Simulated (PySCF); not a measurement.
## Computed NMR parameters against published values

Atom-mapped SMILES (the numbers label the heavy atoms): `[OH:1][CH2:2][c:3]1[cH:4][cH:5][cH:6][cH:7][cH:8]1`; H(Xn) means a hydrogen on atom n.

Published estimates (parent shift plus substituent increments) and measurements: δ $^{13}$C C5/C7 128.7; C6 127.4; C4/C8 127.3; δ $^{1}$H H(C4)/H(C8) 7.27; H(C5)/H(C7) 7.27; H(C6) 7.27 ppm (estimated from measurements, as parent shift plus tabulated substituent increment; solution, not stated per compound (mostly CDCl3 or CCl4); Pretsch, Buehlmann, Badertscher, Structure Determination of Organic Compounds, 4th ed. (2009)).
δ $^{17}$O O1 7.9 ppm (measured; liquid, neat, 295 K; 17O NMR survey of organic solvents and oxofluorinated compounds, PMC5915748).

[PySCF 2.14: geometry: GFN2-xTB; PBE0/pcSseg-1 with gauge-including orbitals; rapidly exchanging positions averaged; non-relativistic; gas phase; one conformer]

Task: What does the calculation give, and how does it compare?

Result: 
Reference values: estimated from measurements, as parent shift plus tabulated substituent increment (solution, not stated per compound (mostly CDCl3 or CCl4); Pretsch, Buehlmann, Badertscher, Structure Determination of Organic Compounds, 4th ed. (2009)).
| atoms | quantity | reference | computed | computed, scaled |
| --- | --- | --- | --- | --- |
| C5/C7 | δ $^{13}$C | 128.7 | 134.8 | 129.1 |
| C6 | δ $^{13}$C | 127.4 | 133.6 | 128.0 |
| C4/C8 | δ $^{13}$C | 127.3 | 134.7 | 129.1 |
| H(C4)/H(C8) | δ $^{1}$H | 7.27 | 7.68 | 7.34 |
| H(C5)/H(C7) | δ $^{1}$H | 7.27 | 7.72 | 7.37 |
| H(C6) | δ $^{1}$H | 7.27 | 7.66 | 7.31 |

Reference values: measured (liquid, neat, 295 K; 17O NMR survey of organic solvents and oxofluorinated compounds, PMC5915748).
```json
{"atoms": "O1", "quantity": "δ $^{17}$O vs D2O (external)", "reference": "7.9", "computed": "–", "computed, scaled": "26.2"}
```

Computed shifts are σ(ref) − σ with the named reference compound (TMS for H and C) calculated as an isolated molecule at the same level. The measured values may be among those fitted. Expected solution values come from regression of measured δ (H and C: mostly CDCl3, vs TMS) on computed σ: $^{13}$C (scatter 2.1 ppm rms, 2.3 ppm with the 13 outliers that the fit left out); $^{1}$H (scatter 0.17 ppm rms, 0.18 ppm with the 4 outliers that the fit left out); $^{17}$O (scatter 10.7 ppm rms, 12.2 ppm with the 3 outliers that the fit left out vs liquid water, solution or neat liquid). Occasional misses reach two or three times the rms, and more in compound classes unlike the fitted ones. H not on carbon is unscaled (vs computed TMS).

Task: How far are the unscaled $^{13}$C shifts from the references?

Result: Mean signed difference +6.57 ppm, mean absolute 6.57 ppm over 3 comparisons; the largest is +7.4 ppm at C4/C8 (aromatic CH).

Task: How far are the unscaled $^{1}$H shifts from the references?

Result: Mean signed difference +0.42 ppm, mean absolute 0.42 ppm over 3 comparisons; the largest is +0.45 ppm at H(C5)/H(C7) (hydrogen on an aromatic CH).
